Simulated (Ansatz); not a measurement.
Method: DFT PBE, scalar-relativistic, plane waves, PAW (Ansatz 0.2.0). Settings: cutoff 420 eV, Γ-centred meshes spaced at most about 0.3 Å⁻¹ (2π included), Gaussian smearing. No spin polarisation.

These are static total energies at zero pressure.

Compare these two cells of NaI, each relaxed at this level.

A.

```xyz
2
Lattice="0.0000 3.2641 3.2641 3.2641 0.0000 3.2641 3.2641 3.2641 0.0000" Properties=species:S:1:pos:R:3 pbc="T T T"
Na    0.0000    0.0000    0.0000
I     3.2641    3.2641    3.2641
```

B.

```xyz
4
Lattice="2.2396 -7.8810 0.0000 2.2396 7.8810 0.0000 0.0000 0.0000 4.5304" Properties=species:S:1:pos:R:3 pbc="T T T"
Na    2.2396   -5.3664    3.3978
Na    2.2396    5.3664    1.1326
I     2.2396   -2.1737    3.3978
I     2.2396    2.1737    1.1326
```

Question: Which form is favoured at zero pressure, and by what margin per atom?

Answer: A is lower, by 46 meV/atom. A has the rock salt type, space group Fm-3m (No. 225), 34.8 Å³/atom and a gap of 3.58 eV on its mesh; B has space group Cmcm (No. 63), 40.0 Å³/atom and a gap of 3.55 eV. Counting I atoms around Na (those within 1.25 times the shortest such distance or 1.15 times the sum of covalent radii), A has Na 6 and B has Na 5. In A, Na has 6 I at 3.26 Å; I has 6 Na at 3.26 Å. In B, Na has 5 I at 3.19–3.20 Å; I is surrounded by 5 Na at 3.19–3.20 Å. Origin: A, reached from a cell as deposited in COD, among other starts; B, invented. Shaken at random and relaxed again, A came back. Checks on A: no imaginary mode on a 4×4×4 q mesh.

No dispersion correction is applied, so the spacing and binding between layers, chains or molecules are poorly described (Cmcm), and this can change margins and order among such cells. These runs have no spin–orbit coupling, which can matter for I. Kohn–Sham gaps at this level usually fall short of measured ones. The missing spin–orbit coupling can work the other way here. Cells without such a test can be saddle points.
